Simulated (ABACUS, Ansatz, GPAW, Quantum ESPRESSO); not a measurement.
CoSi2: energy against volume and a worked fit

```cif
data_structure
_symmetry_space_group_name_H-M 'Fm-3m'
_symmetry_Int_Tables_number 225
_cell_length_a 5.3560
_cell_length_b 5.3560
_cell_length_c 5.3560
_cell_angle_alpha 90.000
_cell_angle_beta 90.000
_cell_angle_gamma 90.000
_cell_volume 153.65
loop_
_atom_site_label
_atom_site_type_symbol
_atom_site_symmetry_multiplicity
_atom_site_Wyckoff_symbol
_atom_site_fract_x
_atom_site_fract_y
_atom_site_fract_z
_atom_site_occupancy
Co1 Co 4 a 0.00000 0.00000 0.00000 1
Si1 Si 8 c 0.25000 0.25000 0.75000 1
```

The cell was scaled at fixed shape and fractions and run with Quantum ESPRESSO, SSSP 1.3 efficiency PBE, cutoff 748 eV; PBE, k mesh 9 × 9 × 9 on the cell of 3 atoms, fermi-dirac occupations of 0.05 eV, collinear spin, ferromagnetic start, no spin-orbit coupling. Energies are those that the program minimises, any entropy of the smearing included. For a metal such a mesh isn't converged to the digits shown. The moments vanished.

```tsv
V (Å³/atom)	energy over the lowest row (meV/atom)
12.0356	31.97
12.2917	14.32
12.5478	?
12.8038	0.00
13.0599	1.87
13.3160	8.92
13.5721	20.61
```

**Question.** Fit the third-order Birch-Murnaghan form, give V0, B0 and B′, and predict the energy left open.

**Answer.** With y = (V0/V)^(2/3), E = E0 + (9 V0 B0/16) [(y - 1)³ B′ + (y - 1)² (6 - 4y)]. Least squares through the rows shown give V0 = 12.8448 Å³/atom, E0 = -0.07 meV, B0 = 178.4 GPa (1 eV/Å³ = 160.218 GPa) and B′ = 4.60, with a largest miss of 0.01 meV. At V = 12.5478 the form with these constants gives 3.92 meV; the run gave 3.91 meV an atom. Other set-ups at this level, from all their volumes (Å³/atom, GPa): ABACUS, PseudoDojo NC SR 0.4.1 PBE standard, plane waves: V0 12.844, B0 178.1; Ansatz, Ansatz PAW (earlier soft set): V0 12.841, B0 178.4; GPAW, GPAW PAW data sets (gpaw-data 1.2.1): V0 12.933, B0 178.1; Ansatz, all-electron LAPW, scalar-relativistic: V0 12.840, B0 178.1.

The curve describes a stiff silicide with its minimum near 12.84 Å³/atom, and the fit recovers the omitted energy almost exactly. That is an interpolation close to the minimum, so it supports the smoothness of the curve more than the value of B′, which depends on the outer volumes. The stiffness reflects Co 3d–Si 3p hybridisation in the fluorite framework, reinforced by metallic cohesion. Compression raises the short-range repulsion faster than expansion weakens the bonds, hence the positive B′. The same hybridisation broadens the Co d states and places them largely below the Fermi level, which probably leaves too little exchange gain to sustain a ferromagnetic moment, in keeping with the known nonmagnetic metal.

Four of the five set-ups, the all-electron one included, nearly coincide in volume. GPAW gives a larger cell at 12.933 Å³/atom, probably because of its data sets or basis, yet its bulk modulus is hardly different. Uniform scaling probes only the volumetric response, leaving resistance to shear undetermined.
